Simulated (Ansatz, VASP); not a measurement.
# Cu: VASP beside Ansatz

Contents of INCAR:

```
  ALGO = Normal
  EDIFF = 1E-6
  ENCUT = 520
  GGA = PE
  ISIF = 2
  ISMEAR = 0
  IVDW = 12
  LASPH = T
  LCHARG = F
  LREAL = F
  LWAVE = F
  NBANDS = 12
  NELM = 80
  PREC = Accurate
  SIGMA = 0.1
```

Contents of KPOINTS:

```
k-points
0
Gamma
  8 8 8
```

Contents of POSCAR:

```
Cu
1.0
    0.0000000000      1.8075000000      1.8075000000
    1.8075000000      0.0000000000      1.8075000000
    1.8075000000      1.8075000000      0.0000000000
Cu
1
Direct
    0.0000000000      0.0000000000      0.0000000000
```

Input for Ansatz:

```yaml
crystal:
  lattice:
    - [0.0, 1.8075, 1.8075]
    - [1.8075, 0.0, 1.8075]
    - [1.8075, 1.8075, 0.0]
  atoms:
    - { symbol: Cu, position: [0.0, 0.0, 0.0] }
basis:
  ecutwfc: 420
kpoints:
  mp_grid: { grid: [8, 8, 8] }
hamiltonian:
  xc: pbe
  dispersion: d3bj
  pseudopotentials: { kind: paw }
scf:
  occupations: { method: gaussian, width: 0.1 }
output:
  forces: true
  stress: true
  eigenvalues: true
```

Alike in both runs: task single point; functional PBE; dispersion D3(BJ); k mesh 8 × 8 × 8; occupations gaussian, width 0.1 eV; no spin polarisation.

|  | VASP | Ansatz |
| --- | --- | --- |
| version | VASP 6.6.1 | Ansatz 0.2.0 |
| potentials or method | VASP PAW PBE potentials, release 64 (Cu) | scalar-relativistic, plane waves, PAW |
| plane-wave cutoff (eV) | 520 | 420 |
| valence electrons in the cell | 11 | 19 |

Ansatz gave:

```
gap on the k mesh at the Fermi level (eV) : none
pressure (GPa)                            : -5.6
```

Problem. Estimate VASP's values.

Solution. gap on the k mesh at the Fermi level (eV): none; pressure (GPa): -5.1.

A gap of «none» marks a metal or a gap that the smearing closes. The two sets of potentials don't hold the same shells in valence.

Caveats: the k mesh is coarse (spacing up to 0.38 Å⁻¹), so the values aren't converged; pairwise dispersion overbinds metals, which lowers pressure and volume.
